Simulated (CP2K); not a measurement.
Runs of CP2K 2026.2 on WS2 (Tungstenite). It takes space group P6_3/mmc (No. 194, hexagonal). The conventional cell has a = 3.180 Å, b = 3.180 Å, c = 12.500 Å, α = 90.00°, β = 90.00°, γ = 120.00°. W (site symmetry -6m2) is surrounded by 6 S at 2.41 Å. S (site symmetry 3m) has 3 W at 2.41 Å as nearest neighbours. 

```tsv
level	potentials or basis	smearing	EPS_DEFAULT	NGRIDS	points a segment of the path (NPOINTS)	bands added on the path	CUTOFF of the grids	gap on the mesh (eV)	pressure (GPa)	largest force (eV/Å)
r2SCAN	POTENTIAL_UZH W GTH-SCAN-q14, S GTH-SCAN-q6; TZVP-MOLOPT-SCAN-GTH basis	fermi-dirac 0.0259 eV	1.0E-10	5	6	6	675 Ry	1.27	(b)	0.23
PBE	POTENTIAL_UZH W GTH-PBE-q14, S GTH-PBE-q6; TZVP-MOLOPT-PBE-GTH basis	fermi-dirac 0.01 eV	1.0E-10	4	6	4	450 Ry	1.12	1.7	(a)
TB-mBJ	POTENTIAL_UZH W GTH-PBE-q14, S GTH-PBE-q6; TZVP-MOLOPT-PBE-GTH basis	fermi-dirac 0.1 eV	1.0E-9	5	10	6	675 Ry	1.22	-	-
PBEsol	POTENTIAL_UZH W GTH-PBE-q14, S GTH-PBE-q6; TZVP-MOLOPT-PBE-GTH basis	fermi-dirac 0.05 eV	1.0E-9	4	10	4	450 Ry	1.07	-2.2	0.07
LDA	GTH_POTENTIALS W GTH-PADE-q14, S GTH-PADE-q6; TZVP-MOLOPT-PBE-GTH basis	fermi-dirac 0.05 eV	1.0E-10	4	6	2	450 Ry	0.88	-15.2	0.63
```

Alike in all rows: task band structure; no spin polarisation; cell as given; k mesh 10 × 10 × 3.

Question: Estimate the missing entries.

Answer: (a) 0.08; (b) -1.0.

Caveats: spin-orbit coupling is left out, which moves the levels of the heavy elements; the basis of atomic orbitals isn't converged, which shifts pressures, moduli and gaps; this functional lacks dispersion, which binds the layers, so the pressure and a relaxed spacing across them are unreliable (some runs); the potentials were made for another functional, which shifts forces and pressure (some runs); this is a model potential without an energy functional, so only levels have meaning (some runs); so large a pressure means that the cell lies far from this level's equilibrium, or that cutoff or potentials fall short (some runs).

A k mesh can miss the band edges, and the runs leave out spin-orbit coupling on W.
